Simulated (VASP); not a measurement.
A run of VASP 6.6.1 is set up as follows.

INCAR

```
SYSTEM = WS2
PREC = Accurate
ENCUT = 600
EDIFF = 1E-6
ISMEAR = 0
SIGMA = 0.02
LREAL = .False.
LASPH = .True.
NELM = 80
ALGO = Normal
ISIF = 3
LWAVE = .False.
LCHARG = .False.
GGA = PE
IBRION = 2
NSW = 40
EDIFFG = -0.005
KPAR = 2
```

Contents of KPOINTS:

```
Automatic mesh
0
Gamma
  8 8 4
  0 0 0
```

POSCAR

```
WS2
1.0
    3.1800000000      0.0000000000      0.0000000000
   -1.5900000000      2.7539607840      0.0000000000
    0.0000000000      0.0000000000     12.5000000000
W S
2 4
Direct
    0.6666666667      0.3333333333      0.7500000000
    0.3333333333      0.6666666667      0.2500000000
    0.6666666667      0.3333333333      0.3750000000
    0.3333333333      0.6666666667      0.8750000000
    0.6666666667      0.3333333333      0.1250000000
    0.3333333333      0.6666666667      0.6250000000
```

Potentials or basis: VASP PAW PBE potentials, release 64 (W_sv, S).

The run is started by

```bash
$ cat potpaw_PBE.64/W_sv/POTCAR potpaw_PBE.64/S/POTCAR > POTCAR
$ mpirun -np 2 vasp_std > vasp.out
```

Task: Estimate the space group after relaxing (to 0.05 Å).

Result: P6_3/mmc (No. 194).

Task: Predict the relaxed volume.

Result: 21.09 Å³/atom.

The path:
```
step  energy change (eV)  largest force (eV/Å)  pressure (GPa)  volume (Å³)
   1              0.0000                0.1312            2.28       109.47
   2              0.0317                0.7253           -4.04       113.63
   3             -0.0117                0.1756            0.03       110.87
   4             -0.0179                0.1697            0.01       111.31
   5             -0.0336                0.1498            0.08       112.62
   6             -0.0539                0.1008            0.39       115.22
   7             -0.0651                0.0548            1.51       120.34
   8             -0.0693                0.0075            0.94       121.23
   9             -0.0728                0.1509           -0.34       123.34
  10             -0.0728                0.1304           -0.16       123.03
  11             -0.0743                0.0966           -0.13       123.25
  12             -0.0758                0.0261           -0.06       123.69
  13             -0.0758                0.0070           -0.04       123.81
  14             -0.0758                0.0040           -0.01       123.83
  15             -0.0758                0.0005           -0.03       123.86
  16             -0.0759                0.0022           -0.02       123.84
  17             -0.0759                0.0090            0.05       123.78
  18             -0.0759                0.0074            0.03       123.79
  19             -0.0759                0.0044            0.02       123.81
  20             -0.0759                0.0065            0.02       123.80
  21             -0.0759                0.0072            0.02       123.80
  22             -0.0759                0.0074            0.03       123.79
  23             -0.0759                0.0095            0.02       123.82
  24             -0.0759                0.0161           -0.02       123.89
  25             -0.0759                0.0295           -0.10       124.04
  26             -0.0759                0.0289           -0.09       124.04
  27             -0.0760                0.0289           -0.08       124.05
  28             -0.0760                0.0294           -0.10       124.07
  29             -0.0760                0.0294           -0.09       124.11
  30             -0.0760                0.0291           -0.10       124.19
  31             -0.0761                0.0292           -0.09       124.34
  32             -0.0763                0.0283           -0.09       124.66
  33             -0.0765                0.0260           -0.07       125.29
  34             -0.0767                0.0179           -0.04       126.55
  35             -0.0766                0.0267            0.15       126.41
  36             -0.0767                0.0006            0.04       126.50
  37             -0.0767                0.0005           -0.01       126.56
```

Caveat: the volume moved by over 15 % at a fixed basis, so the end points are rough; this functional lacks dispersion, which binds the layers, so the pressure and a relaxed spacing across them are unreliable, and here the layers came unbound; the volume moved by +16 % from the deposited cell, more than functionals usually miss. Zero-point motion and thermal expansion aren't in these numbers.
